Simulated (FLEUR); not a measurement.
The system is CO2.

```xyz
6
Lattice="-1.9747 1.9747 3.0141 1.9747 -1.9747 3.0141 1.9747 1.9747 -3.0141" Properties=species:S:1:pos:R:3 pbc="T T T"
O     1.3223    0.9874    3.7676
O     0.6525    0.9874    0.7535
O     2.9621    0.6525   -0.7535
O    -0.9874    1.3223    2.2605
C     0.0000    0.0000    0.0000
C     0.0000    1.9747    1.5070
```

The cell comes from a database or a generator and needn't be the stable form of this composition.

Base run:

```yaml
Program: FLEUR MaX-R8.1 (later development tree)
Functional: PBEsol
Potentials_or_basis: all-electron
Basis: FLAPW
Kmax: 5.85 1/bohr
k_mesh: 9 × 9 × 9
Occupations: fermi-dirac, width 0.05 eV
Spin: no spin polarisation
```

Its results: band gap on the k mesh 7.57 eV, indirect (least direct gap 8.04 eV).

Task: The run is repeated on the same cell with these changes: functional from PBEsol to LDA. What comes out?

Result: Band gap on the k mesh 7.45 eV, indirect (least direct gap 7.93 eV).
